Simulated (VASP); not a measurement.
Output of a VASP run:

### OSZICAR
```
       N       E                     dE             d eps       ncg     rms          rms(c)
DAV:   1     0.660017601999E+02    0.66002E+02   -0.48420E+03  2520   0.313E+02
DAV:   2    -0.366049000621E+01   -0.69662E+02   -0.64710E+02  3100   0.843E+01
DAV:   3    -0.701824393655E+01   -0.33578E+01   -0.33260E+01  3100   0.177E+01
DAV:   4    -0.703290178209E+01   -0.14658E-01   -0.14656E-01  2904   0.124E+00
DAV:   5    -0.703295031327E+01   -0.48531E-04   -0.48531E-04  3032   0.753E-02    0.179E+00
DAV:   6    -0.683316195588E+01    0.19979E+00   -0.25858E-02  2876   0.993E-01    0.101E+00
DAV:   7    -0.679622794809E+01    0.36934E-01   -0.21490E-02  2984   0.639E-01    0.534E-01
DAV:   8    -0.679334250112E+01    0.28854E-02   -0.61758E-03  2948   0.227E-01    0.969E-02
DAV:   9    -0.679317364380E+01    0.16886E-03   -0.13177E-04  2912   0.512E-02    0.501E-02
DAV:  10    -0.679318245391E+01   -0.88101E-05   -0.57384E-05  2944   0.231E-02    0.181E-02
DAV:  11    -0.679317907693E+01    0.33770E-05   -0.14307E-05  2788   0.122E-02    0.149E-02
DAV:  12    -0.679317729596E+01    0.17810E-05   -0.22645E-06  2788   0.461E-03    0.148E-03
DAV:  13    -0.679317729840E+01   -0.24348E-08   -0.18759E-07  2924   0.123E-03
   1 F= -.67931773E+01 E0= -.67931773E+01  d E =-.235201E-19
 imaginary and real dielectric function
```

**OUTCAR**
```
------------------------ aborting loop because EDIFF is reached ----------------------------------------
  FORCE on cell =-STRESS in cart. coord.  units (eV):
  Direction    XX          YY          ZZ          XY          YZ          ZX
  --------------------------------------------------------------------------------------
  Total        0.0016015      0.0016015      0.0016015      0.0000000     -0.0000000     -0.0000000
  in kB        0.0360150      0.0360150      0.0360150      0.0000000     -0.0000000     -0.0000000
  external PRESSURE =       0.0360150 kB  Pullay stress =       0.0000000 kB
  volume of cell :       71.24
      direct lattice vectors                 reciprocal lattice vectors
     4.145537052  0.000000000  0.000000000     0.241223269  0.000000000  0.000000000
     0.000000000  4.145537052  0.000000000     0.000000000  0.241223269  0.000000000
     0.000000000  0.000000000  4.145537052     0.000000000  0.000000000  0.241223269
 POSITION                                       TOTAL-FORCE (eV/Angst)
 -----------------------------------------------------------------------------------
      0.00000      0.00000      0.00000         0.000000      0.000000      0.000000
      2.07277      2.07277      2.07277         0.000000      0.000000      0.000000
 -----------------------------------------------------------------------------------
    total drift:                                0.000000      0.000000      0.000000
  FREE ENERGIE OF THE ION-ELECTRON SYSTEM (eV)
  ---------------------------------------------------
  free  energy   TOTEN  =        -6.7931772984 eV

  energy  without entropy=       -6.7931772984  energy(sigma->0) =       -6.79317730

 plasma frequency squared (from intraband transitions) (eV^2)
  --------------------------------------------------------------------------------------
       0.000      -0.000      -0.000
      -0.000       0.000       0.000
       0.000      -0.000       0.000

 plasma frequency squared (from interband transitions, int dw w eps(2)(w)) (eV^2)
  --------------------------------------------------------------------------------------
     304.838       0.000      -0.000      -0.000       0.000      -0.000
      -0.000       0.000     304.838       0.000       0.000      -0.000
       0.000       0.000       0.000       0.000     304.838       0.000
```
(Selected blocks of OUTCAR.)

**POSCAR**
```
CsBr
1
    4.1455370516     0.0000000000     0.0000000000
    0.0000000000     4.1455370516     0.0000000000
    0.0000000000     0.0000000000     4.1455370516
Cs Br
1 1
Direct
  0.0000000000   0.0000000000   0.0000000000
  0.5000000000   0.5000000000   0.5000000000
```

**Question.** Reconstruct the remaining input files.

**Answer.** One answer among several that fit: the input of the run itself, LDA (Ceperley-Alder, Perdew-Zunger), plane waves, VASP's LDA PAW potentials (set 64).

### INCAR
```
SYSTEM = CsBr
PREC = Accurate
ENCUT = 400
EDIFF = 1E-7
NELM = 100
ALGO = Normal
LREAL = .FALSE.
LASPH = .TRUE.
ISMEAR = 0
SIGMA = 0.01
LMAXMIX = 4
LWAVE = .FALSE.
LCHARG = .FALSE.
LOPTICS = .TRUE.
NBANDS = 36
NEDOS = 1001
CSHIFT = 0.1
```

### KPOINTS
```
Automatic
0
Gamma
 8 8 8
0 0 0
```

POTCAR, in this order: Cs_sv Br (LDA.64 set). Program: vasp_std.

The compound is CsBr in the CsCl type structure. It was relaxed first, which changed the volume by -10 %.
